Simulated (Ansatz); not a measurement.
The following input was run with Ansatz 0.2.0.

```yaml
crystal:
  lattice:
    - [0.0, 2.5518547893, 2.5518547893]
    - [2.5518547893, 0.0, 2.5518547893]
    - [2.5518547893, 2.5518547893, 0.0]
  atoms:
    - { symbol: Ga, position: [0.0, 0.0, 0.0] }
    - { symbol: "N", position: [0.75, 0.75, 0.75] }
basis:
  ecutwfc: 420
kpoints:
  mp_grid: { grid: [14, 14, 14] }
hamiltonian:
  xc: pbesol
scf:
  occupations: { method: gaussian, width: 0.1 }
output:
  forces: true
  stress: true
  eigenvalues: true
```

Command:
```bash
ansatz run input.yaml --threads 1 --pin off --max-ram 1331MiB --backend cpu --events-out ev --progress --plain --runs-dir out
```

Computed with Ansatz 0.2.0, DFT PBEsol, scalar-relativistic, plane waves, PAW.

Part of what the program printed, abridged:

```
Pseudopotentials: kind: paw
Pseudopotential: Ga, paw, valence charge 13, recommended cutoff 420 eV (normal)
Pseudopotential: N, paw, valence charge 5, recommended cutoff 420 eV (normal)
Functional definition: PBEsol
Crystal: 2 atoms, lattice volume = 33.235 Å³
Basis set: ecut = 420 eV, 645 PW (Γ), exchange–correlation on 50×50×50 points (8 copies of the dense FFT grid, shifted against one another)
Bands: 13, of which v1, the nominal top of the filled ones, is band 9 counted from 1 (8 counted from 0)
Symmetry: 24 space group operations
Space group: F-43m (ITA 216), of the structure as read, at distance tolerance 3.2e-5 Å
k-points: 104 of 2744 (time reversal used)
Initial density: superposition of atomic densities (neutral atoms: chi_scale 0, normalization atom), corrected by the library's trained network
Initial wavefunctions: pseudopotential atomic-orbital guess
Functional: x = pbesol(κ = 0.804, μ = 0.12345679), c = pbesol(β = 0.046)
SCF iter   1: F=—  HF=-4121.443442 eV  |F-HF|=—  |Δ(HF+E_count)|=         —  Δρ=1.24e-2  dr2=5.75e-2  ethr=1.77e-3  ⟨swp⟩=5.0  Hψ=7001  notcnv=0
SCF iter   2: F=—  HF=-4121.437864 eV  |F-HF|=—  |Δ(HF+E_count)|=   5.58e-3  Δρ=9.52e-3  dr2=3.43e-2  ethr=3.20e-4  ⟨swp⟩=2.1  Hψ=2813  notcnv=0
SCF iter   3: F=—  HF=-4121.429666 eV  |F-HF|=—  |Δ(HF+E_count)|=   8.20e-3  Δρ=7.04e-4  dr2=1.23e-4  ethr=1.90e-4  ⟨swp⟩=2.0  Hψ=1909  notcnv=0
SCF iter   4: F=—  HF=-4121.429678 eV  |F-HF|=—  |Δ(HF+E_count)|=   1.20e-5  Δρ=3.20e-4  dr2=1.82e-5  ethr=6.81e-7  ⟨swp⟩=2.6  Hψ=2263  notcnv=0
SCF iter   5: F=—  HF=-4121.429687 eV  |F-HF|=—  |Δ(HF+E_count)|=   8.35e-6  Δρ=3.88e-5  dr2=2.03e-7  ethr=1.01e-7  ⟨swp⟩=3.0  Hψ=2425  notcnv=0
SCF iter   6: F=-4121.429687 eV  HF=-4121.429687 eV  |F-HF|=1.67e-8  |Δ(HF+E_count)|=   2.75e-7  Δρ=6.00e-6  dr2=6.72e-9  ethr=5.56e-10  ⟨swp⟩=5.0  Hψ=6236  notcnv=0
SCF 1 converged in 6 iterations: F = -4121.429687 eV  dr2 = 6.72e-9
SCF converged after 6 iterations
Free energy (F): -4121.429687 eV
Harris-Foulkes:  -4121.429687 eV  (|F-HF|=1.67e-8)
Internal energy: -4121.429569 eV  (E = F + TS)
E sigma→0 (E₀):  -4121.429628 eV
Entropy (-TS):   -0.000118 eV (-0.059 meV/atom)
Fermi energy:    4.917928 eV
--- Per-component energies (eV) ---
  E_band       = -86.580251
  E_kinetic    = 234.020502
  E_local      = -2230.905702  (includes V_loc(G=0)·N_el)
  E_nonlocal   = 474.453788
  E_hartree    = 1000.177346
  E_xc         = -122.859978
  E_vxc        = -127.451818  (∫ρ·V_xc dr)
  E_paw        = -2075.369161  (= ΣΔE_a)
  E_vpaw       = -437.056018  (= ΣTr[D̂ρ^β])
  E_aug_tail   = 0.000020  (compensation charges beyond the density's cutoff)
  E_ewald      = -1401.837459
  E_core_change = 0.891077  (= ΣΔE_core)
  E_smearing   = -0.000118  (= −TS)
--- Forces (eV/Å), atoms counted from 1 ---
  atom   1  Ga     0.00000000     0.00000000     0.00000000
  atom   2  N      0.00000000     0.00000000     0.00000000
--- Stress (GPa, compression-positive) ---
      -29.983048       0.000000       0.000000
        0.000000     -29.983048       0.000000
        0.000000       0.000000     -29.983048
  P = ⅓ Tr σ = -29.9830 GPa (-299.830 kbar)
--- Band table (eV; the first three rows and the last of 104) ---
  k-point 0: bands = ["-8.7197", "-8.7197", "-8.7197", "-8.6298", "-8.6298", "-8.5812", "4.2411", "4.8159", "4.8159", "4.8159", "12.8529", "12.8529", "12.8529"]
  k-point 1: bands = ["-8.7977", "-8.7175", "-8.7175", "-8.6300", "-8.6300", "-8.4561", "3.6183", "4.7816", "4.7816", "5.3746", "12.5816", "12.9080", "12.9080"]
  k-point 2: bands = ["-8.8881", "-8.7118", "-8.7118", "-8.6299", "-8.6299", "-8.2281", "2.7447", "4.6876", "4.6876", "6.0447", "12.0478", "13.0415", "13.0415"]
  k-point 103: bands = ["-9.1041", "-8.6700", "-8.6673", "-8.6262", "-8.6197", "-6.5259", "0.1507", "2.4949", "2.6172", "9.8550", "9.9606", "12.5156", "14.1020"]
```

Self-consistency was reached.